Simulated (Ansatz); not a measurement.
**Li$_{2}$S: course of a relaxation**

Theory: DFT PBEsol, scalar-relativistic, plane waves, PAW (Ansatz 0.2.0). Run with 420 eV cutoff, 6×6×6 k-mesh, Gaussian smearing of 0.02 eV, no spin polarisation.

What was changed in Na2Te: Na → Li, Te → S on all its sites, cell and atoms relaxed.

Command:

```bash
ansatz run input.yaml --threads 1 --pin off --max-ram 2560MiB --backend cpu --events-out ev --progress --plain --runs-dir out
```

Input:

```yaml
crystal:
  lattice:
    - [0.0, 3.0304774134, 3.0304774134]
    - [3.0304774134, 0.0, 3.0304774134]
    - [3.0304774134, 3.0304774134, 0.0]
  atoms:
    - { symbol: Li, position: [0.25, 0.25, 0.25] }
    - { symbol: Li, position: [0.75, 0.75, 0.75] }
    - { symbol: S, position: [0.0, 0.0, 0.0] }
basis:
  ecutwfc: 420
kpoints:
  mp_grid: { grid: [6, 6, 6] }
hamiltonian:
  xc: pbesol
scf:
  occupations: { method: gaussian, width: 0.02 }
output:
  forces: true
  stress: true
  eigenvalues: true
relax:
  adjacent_minimum: "off"
  f_tol: 0.01
  max_steps: 60
  cell: { stress_tol: 0.1 }
```

F is the free energy. Steps run on the plane waves of an earlier cell, but the last one, and at times one on the way, on a freshly chosen basis, so a repeated geometry can differ a little in energy.

Steps:

```csv
step,F − F(1) (eV),largest force component (eV/Å),V (Å³/atom),P (GPa)
1,0.0000,0.000,18.554,-5.86
2,-0.2068,0.000,15.971,-2.19
3,-0.2235,0.000,14.751,0.94
4,-0.2262,0.000,15.073,-0.01
5,-0.2259,0.000,15.073,-0.01
```

Relaxed structure:

```
CELL_PARAMETERS angstrom
0.00000 2.82766 2.82766
2.82766 0.00000 2.82766
2.82766 2.82766 0.00000
ATOMIC_POSITIONS crystal
Li 0.25000 0.25000 0.25000
Li 0.75000 0.75000 0.75000
S 0.00000 0.00000 0.00000
```

The structure is cubic, space group Fm-3m (No. 225). Conventional cell: a = 5.655 Å, b = 5.655 Å, c = 5.655 Å, α = 90.00°, β = 90.00°, γ = 90.00°. Li (site symmetry -43m) is surrounded by 4 S at 2.45 Å. S (site symmetry m-3m) is surrounded by 8 Li at 2.45 Å.

The run converged. The run took 3.7 s on 1 thread of Arm Neoverse V1 (shared host), peak memory 0.29 GiB.